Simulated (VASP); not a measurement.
# SiNi (P2_13) in VASP: a series of runs, part 2 of 3

VASP 6.6.1.

**3. Relaxation of cell and atoms, LDA**

This run uses another cell than the first one, of 10.88 Å³/atom, 0.953 times its volume.

File INCAR:

```
PREC = Accurate
ENCUT = 600
EDIFF = 1E-7
ISMEAR = 1
SIGMA = 0.1
LREAL = False
LASPH = True
NELM = 80
ALGO = Normal
ISIF = 3
LWAVE = False
LCHARG = False
IBRION = 2
NSW = 90
EDIFFG = -0.005
KPAR = 4
```

File KPOINTS:

```
regular mesh
0
Gamma
  8 8 8
```

File POSCAR:

```
SiNi                                    
1.0
    4.4319537091      0.0000000000      0.0000000000
    0.0000000000      4.4319537091      0.0000000000
    0.0000000000      0.0000000000      4.4319537091
  Si              Ni            
     4     4
Direct
     0.6536956820203712    0.1536956820203711    0.3463043179796290
     0.1536956820203711    0.3463043179796290    0.6536956820203712
     0.3463043179796290    0.6536956820203712    0.1536956820203711
     0.8463043179796288    0.8463043179796288    0.8463043179796288
     0.3507243663832887    0.8507243663832887    0.6492756336167113
     0.8507243663832887    0.6492756336167113    0.3507243663832887
     0.6492756336167113    0.3507243663832887    0.8507243663832887
     0.1492756336167113    0.1492756336167113    0.1492756336167113
```

Potentials or basis: VASP PAW LDA potentials, release 64 (Si, Ni).

Run with:

```sh
cat potpaw_LDA.64/Si/POTCAR potpaw_LDA.64/Ni/POTCAR > POTCAR
mpirun -np 4 vasp_std > vasp.out
```

OUTCAR:

```text
PREC = Accurate
   ENCUT = 600
   EDIFF = 1E-7
   ISMEAR = 1
   LREAL = False
   LASPH = True
   NELM = 80
   ISIF = 3
   IBRION = 2
   NSW = 90
   EDIFFG = -0.005

 ion  position               nearest neighbor table
   1  0.654  0.154  0.346-   5 2.33   6 2.36   7 2.36   8 2.36   7 2.40   6 2.40   8 2.40   2 2.74
                             4 2.74   3 2.74   3 2.74   2 2.74   4 2.74
   2  0.154  0.346  0.654-   6 2.33   5 2.36   7 2.36   8 2.36   5 2.40   8 2.40   7 2.40   1 2.74
                             3 2.74   3 2.74   4 2.74   1 2.74   4 2.74
   3  0.346  0.654  0.154-   7 2.33   6 2.36   5 2.36   8 2.36   6 2.40   5 2.40   8 2.40   1 2.74
                             2 2.74   2 2.74   1 2.74   4 2.74   4 2.74
   4  0.846  0.846  0.846-   8 2.33   6 2.36   7 2.36   5 2.36   7 2.40   6 2.40   5 2.40   2 2.74
                             3 2.74   1 2.74   1 2.74   2 2.74   3 2.74
   5  0.351  0.851  0.649-   1 2.33   2 2.36   3 2.36   4 2.36   3 2.40   2 2.40   4 2.40   6 2.73
                             7 2.73   7 2.73   6 2.73   8 2.73   8 2.73
   6  0.851  0.649  0.351-   2 2.33   1 2.36   3 2.36   4 2.36   1 2.40   4 2.40   3 2.40   5 2.73
                             8 2.73   8 2.73   5 2.73   7 2.73   7 2.73
   7  0.649  0.351  0.851-   3 2.33   2 2.36   1 2.36   4 2.36   2 2.40   1 2.40   4 2.40   5 2.73
                             8 2.73   5 2.73   8 2.73   6 2.73   6 2.73
   8  0.149  0.149  0.149-   4 2.33   2 2.36   3 2.36   1 2.36   3 2.40   2 2.40   1 2.40   6 2.73
                             7 2.73   6 2.73   7 2.73   5 2.73   5 2.73

  LATTYP: Found a simple cubic cell.
 ALAT       =     4.4319537091

  Lattice vectors:

 A1 = (   4.4319537091,   0.0000000000,   0.0000000000)
 A2 = (   0.0000000000,   4.4319537091,   0.0000000000)
 A3 = (   0.0000000000,   0.0000000000,   4.4319537091)

Analysis of symmetry for initial positions (statically):
=====================================================================
 Subroutine PRICEL returns:
 Original cell was already a primitive cell.

 Routine SETGRP: Setting up the symmetry group for a
 simple cubic supercell.

 Subroutine GETGRP returns: Found 12 space group operations
 (whereof  3 operations were pure point group operations)
 out of a pool of 48 trial point group operations.

The static configuration has the point symmetry C_3 .
 The point group associated with its full space group is T   .

Analysis of symmetry for dynamics (positions and initial velocities):
=====================================================================
 Subroutine PRICEL returns:
 Original cell was already a primitive cell.

 Routine SETGRP: Setting up the symmetry group for a
 simple cubic supercell.

 Subroutine GETGRP returns: Found 12 space group operations
 (whereof  3 operations were pure point group operations)
 out of a pool of 48 trial point group operations.

The dynamic configuration has the point symmetry C_3 .
 The point group associated with its full space group is T   .

 Subroutine INISYM returns: Found 12 space group operations
 (whereof  3 operations are pure point group operations),
 and found     1 'primitive' translations

----------------------------------------------------------------------------------------

                                     Primitive cell

  volume of cell :      87.0534

  direct lattice vectors                    reciprocal lattice vectors
     4.431953709  0.000000000  0.000000000     0.225634126  0.000000000  0.000000000
     0.000000000  4.431953709  0.000000000     0.000000000  0.225634126  0.000000000
     0.000000000  0.000000000  4.431953709     0.000000000  0.000000000  0.225634126

[... 85 lines left out ...]
 SYSTEM =  unknown system
   PREC   = accura    normal or accurate (medium, high low for compatibility)
   ISTART =      0    job   : 0-new  1-cont  2-samecut
   ICHARG =      2    charge: 1-file 2-atom 10-const
   ISPIN  =      1    spin polarized calculation?
   LNONCOLLINEAR =      F non collinear calculations
   LSORBIT =      F    spin-orbit coupling
   LASPH  =      T    aspherical Exc in radial PAW
   ENCUT  =  600.0 eV  44.10 Ry    6.64 a.u.   8.85  8.85  8.85*2*pi/ulx,y,z
   NELM   =     80;   NELMIN=  2; NELMDL= -5     # of ELM steps
   EDIFF  = 0.1E-06   stopping-criterion for ELM
   LREAL  =      F    real-space projection
   EDIFFG = -.5E-02   stopping-criterion for IOM
   NSW    =     90    number of steps for IOM
   IBRION =      2    ionic relax: 0-MD 1-quasi-New 2-CG
   NFREE  =      1    steps in history (QN), initial steepest desc. (CG)
   ISIF   =      3    stress and relaxation
   ISYM   =      2    0-nonsym 1-usesym 2-fastsym
   POTIM  = 0.5000    time-step for ionic-motion
   TEBEG  =    0.0;   TEEND  =   0.0 temperature during run
   PSTRESS=    0.0 pullay stress
   NELECT =      56.0000    total number of electrons
   NUPDOWN=      -1.0000    fix difference up-down
   EMIN   =  10.00;   EMAX   =-10.00  energy-range for DOS
   EFERMI =   0.00;   METHOD = LEGACY
   ISMEAR =     1;   SIGMA  =   0.10  broadening in eV -4-tet -1-fermi 0-gaus
   EFERMI_NEDOS =   21; number of points for ismear=-14 and -15
   IALGO  =     38    algorithm
   IMIX   =      4    mixing-type and parameters
     AMIX     =   0.40;   BMIX     =  1.00
     AMIX_MAG =   1.60;   BMIX_MAG =  1.00
  volume/ion in A,a.u.               =      10.88        73.43
  Fermi-wavevector in a.u.,A,eV,Ry     =   1.413217  2.670594 27.173328  1.997183
  Thomas-Fermi vector in A             =   2.534886
   LORBIT       =      0    0 simple, 1 ext, 2 COOP (PROOUT), +10 PAW based schemes
   GGA     = CA    functional components
   LHFCALC =     F    Hartree Fock is set to
   AEXX    =    0.0000 exact exchange contribution
   IVDW    =     0    specifies the selected vdW correction
   LEPSILON=     F    determine dielectric tensor
   LRPA    =     F    only Hartree local field effects (RPA)
 conjugate gradient relaxation of ions
 non-spin polarized calculation
 Methfessel and Paxton  Order N= 1 SIGMA  =   0.10
  energy-cutoff  :      600.00
  volume of cell :       87.05
 maximum number of plane-waves:      2945
   NGX = 17   NGY = 17   NGZ = 17

--------------------------------------- Ionic step        1  -------------------------------------------

 number of electron      56.0000003 magnetization

 Free energy of the ion-electron system (eV)
  ---------------------------------------------------
  ext. energy  EPLUGINS =         0.00000000
  ---------------------------------------------------
  free energy    TOTEN  =       -54.27098320 eV

  energy without entropy =      -54.27443510  energy(sigma->0) =      -54.27213383

------------------------ aborting loop because EDIFF is reached ----------------------------------------

  FORCE on cell =-STRESS in cart. coord.  units (eV):
  Direction    XX          YY          ZZ          XY          YZ          ZX
  --------------------------------------------------------------------------------------
  -------------------------------------------------------------------------------------
  Total        0.0703432      0.0703432      0.0703432      0.0000000      0.0000000      0.0000000
  in kB        1.2946335      1.2946335      1.2946335      0.0000000      0.0000000      0.0000000
  external PRESSURE =       1.2946335 kB  Pullay stress =       0.0000000 kB
[... 71 lines left out ...]
--------------------------------------- Ionic step        3  -------------------------------------------

 number of electron      56.0000003 magnetization

 Free energy of the ion-electron system (eV)
  ---------------------------------------------------
  ext. energy  EPLUGINS =         0.00000000
  ---------------------------------------------------
  free energy    TOTEN  =       -54.27100347 eV

  energy without entropy =      -54.27445907  energy(sigma->0) =      -54.27215534

 E-fermi :  12.5707     XC(G=0): -13.0032

 val. band max:       12.5295985247   @ k =  -0.1250   0.3750   0.0000
 cond. band min:      12.6327191703   @ k =   0.2500   0.2500   0.0000
 fundamental gap:      0.1031206456
 Fermi energy:        12.5707182428

 k-point     1 :       0.0000    0.0000    0.0000
  band No.  band energies     occupation
      1      -2.0329      2.00000
      2       3.5224      2.00000
      3       3.5224      2.00000
      4       3.5224      2.00000
      5       6.0173      2.00000
      6       6.0173      2.00000
[... 853 lines left out ...]
     32      14.3353     -0.00000
     33      14.7942      0.00000

 [... further k-points ...]

------------------------ aborting loop because EDIFF is reached ----------------------------------------

  FORCE on cell =-STRESS in cart. coord.  units (eV):
  Direction    XX          YY          ZZ          XY          YZ          ZX
  --------------------------------------------------------------------------------------
  -------------------------------------------------------------------------------------
  Total       -0.0002910     -0.0002910     -0.0002910     -0.0000000     -0.0000000      0.0000000
  in kB       -0.0053531     -0.0053531     -0.0053531     -0.0000000     -0.0000000      0.0000000
  external PRESSURE =      -0.0053531 kB  Pullay stress =       0.0000000 kB
[... 23 lines left out ...]
  FREE ENERGIE OF THE ION-ELECTRON SYSTEM (eV)
  ---------------------------------------------------
  free  energy   TOTEN  =       -54.2710034653 eV

  energy  without entropy=      -54.2744590745  energy(sigma->0) =      -54.27215534

 reached required accuracy - stopping structural energy minimisation
```

It took 39 s on 4 MPI ranks of Intel Xeon 6975P-C (Granite Rapids), shared host; peak memory 0.26 GiB.

Results:

```yaml
Free_energy: -54.2710 eV
Relaxed_volume: 10.89 Å³/atom
Relaxed_cell: a = 4.433 Å, b = 4.433 Å, c = 4.433 Å, α = 90.00°, β = 90.00°, γ = 90.00°
Space_group_after_relaxing_to_0.05_Å: P2_13 (No. 198)
Energy_gained_by_relaxing: 0.0 meV/atom
Ionic_steps: 3
Pressure_after_relaxing: 0.0 GPa
Largest_force_after_relaxing: 0.005 eV/Å
Band_gap_on_the_k_mesh: none (metal or under the smearing width)
```

Forces on the atoms (eV/Å):
```
Si  -0.001 -0.001  0.001
Si  -0.001  0.001 -0.001
Si   0.001 -0.001 -0.001
Si   0.001  0.001  0.001
Ni   0.003  0.003 -0.003
Ni   0.003 -0.003  0.003
Ni  -0.003  0.003  0.003
Ni  -0.003 -0.003 -0.003
```

Final structure:
```
Si Ni
1.0
     4.43277    0.00000    0.00000
     0.00000    4.43277    0.00000
     0.00000    0.00000    4.43277
Si Ni
4 4
Direct
  0.65369 0.15369 0.34631
  0.15369 0.34631 0.65369
  0.34631 0.65369 0.15369
  0.84631 0.84631 0.84631
  0.35074 0.85074 0.64926
  0.85074 0.64926 0.35074
  0.64926 0.35074 0.85074
  0.14926 0.14926 0.14926
```

Spin polarisation is off, so any magnetic state and its effect on volume and gap are missing.

**4. Relaxation of the atoms, LDA (a relaxed cell with its volume scaled by 0.94)**

File INCAR:

```
PREC = Accurate
ENCUT = 600
EDIFF = 1E-7
ISMEAR = 1
SIGMA = 0.1
LREAL = False
LASPH = True
NELM = 80
ALGO = Normal
ISIF = 2
LWAVE = False
LCHARG = False
IBRION = 2
NSW = 40
EDIFFG = -0.01
KPAR = 4
```

KPOINTS is that of step 3.

File POSCAR:

```
SiNi                                    
1.0
    4.3422843969     -0.0000000000      0.0000000000
    0.0000000000      4.3422843969      0.0000000000
    0.0000000000      0.0000000000      4.3422843969
  Si              Ni            
     4     4
Direct
     0.6536853891326403    0.1536853891326403    0.3463146108673597
     0.1536853891326403    0.3463146108673597    0.6536853891326403
     0.3463146108673597    0.6536853891326403    0.1536853891326403
     0.8463146108673597    0.8463146108673597    0.8463146108673597
     0.3507374030276670    0.8507374030276671    0.6492625969723329
     0.8507374030276671    0.6492625969723329    0.3507374030276670
     0.6492625969723329    0.3507374030276670    0.8507374030276671
     0.1492625969723329    0.1492625969723329    0.1492625969723329
```

Run with:

```sh
cat potpaw_LDA.64/Si/POTCAR potpaw_LDA.64/Ni/POTCAR > POTCAR
mpirun -np 4 vasp_std > vasp.out
```

Wall time 42 s (4 MPI ranks of Intel Xeon 6975P-C (Granite Rapids), shared host); peak memory 0.25 GiB.

Results (log left out):

- Free energy: -54.0349 eV
- Energy gained by relaxing: 0.1 meV/atom
- Ionic steps: 5
- Pressure after relaxing: 15.2 GPa
- Largest force after relaxing: 0.004 eV/Å
- Band gap on the k mesh: none (metal or under the smearing width)

Forces on the atoms (eV/Å):
```
Si   0.002  0.002 -0.002
Si   0.002 -0.002  0.002
Si  -0.002  0.002  0.002
Si  -0.002 -0.002 -0.002
Ni  -0.002 -0.002  0.002
Ni  -0.002  0.002 -0.002
Ni   0.002 -0.002 -0.002
Ni   0.002  0.002  0.002
```

Step by step:
| step | energy change (eV) | largest force (eV/Å) | pressure (GPa) |
| --- | --- | --- | --- |
| 1 | 0.0000 | 0.0501 | 15.29 |
| 2 | -0.0006 | 0.0312 | 15.21 |
| 3 | -0.0009 | 0.0120 | 15.19 |
| 4 | -0.0009 | 0.0129 | 15.20 |
| 5 | -0.0009 | 0.0043 | 15.20 |

Final structure:
```
CELL_PARAMETERS angstrom
4.34228 0.00000 0.00000
0.00000 4.34228 0.00000
0.00000 0.00000 4.34228
ATOMIC_POSITIONS crystal
Si 0.65320 0.15320 0.34680
Si 0.15320 0.34680 0.65320
Si 0.34680 0.65320 0.15320
Si 0.84680 0.84680 0.84680
Ni 0.34997 0.84997 0.65003
Ni 0.84997 0.65003 0.34997
Ni 0.65003 0.34997 0.84997
Ni 0.15003 0.15003 0.15003
```

Levels at points of the mesh, in eV from the Fermi level:
| k point | band 26 | band 27 | band 28 | band 29 | band 30 | band 31 |
| --- | --- | --- | --- | --- | --- | --- |
| (0.00, 0.00, 0.00) | -1.93 | -1.93 | 1.20 | 1.20 | 1.20 | 1.41 |
| (0.50, 0.00, 0.00) | -2.37 | -0.78 | -0.78 | -0.18 | -0.18 | 2.94 |
| (0.50, 0.50, 0.00) | -1.84 | -1.15 | -1.15 | 0.45 | 0.45 | 0.93 |
| (0.50, 0.50, 0.50) | -2.12 | -2.12 | -2.12 | 4.65 | 4.65 | 4.65 |

Spin polarisation is off, so any magnetic state and its effect on volume and gap are missing.

(Part 2 of 3 ends here.)
